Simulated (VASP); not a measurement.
BP, 2 atoms in the cell. Symmetry: F-43m, No. 216, cubic system. The conventional cell has a = 4.532 Å, b = 4.532 Å, c = 4.532 Å, α = 90.00°, β = 90.00°, γ = 90.00°. Around B (site symmetry -43m) lie 4 P at 1.96 Å. P (site symmetry -43m) has 4 B at 1.96 Å as nearest neighbours. The cell is a database's computed one.

* Program: VASP 6.6.1
* Task: relaxation of cell and atoms
* Functional: RPBE
* Potentials or basis: VASP PAW PBE potentials, release 64 (B, P)
* Cutoff: 600 eV
* k mesh: 10 × 10 × 10
* Occupations: gaussian, width 0.02 eV
* Spin: no spin polarisation
* Further INCAR settings: ALGO = Normal; EDIFF = 1e-07; IBRION = 2; EDIFFG = -0.005; NSW = 90; ISIF = 3

Potentials or basis: VASP PAW PBE potentials, release 64 (B, P).

Command:

```bash
$ cat potpaw_PBE.64/B/POTCAR potpaw_PBE.64/P/POTCAR > POTCAR
$ mpirun -np 1 vasp_std > vasp.out
```

Hardware: 1 thread of Intel(R) Xeon(R) Platinum 8488C (Sapphire Rapids) (shared host).

Estimate the wall time of this run.

It took 23 s on 1 thread of Intel(R) Xeon(R) Platinum 8488C (Sapphire Rapids), on a shared host, peak memory 0.14 GiB. Counts: scf iterations 30, k points 47, ion steps 3.
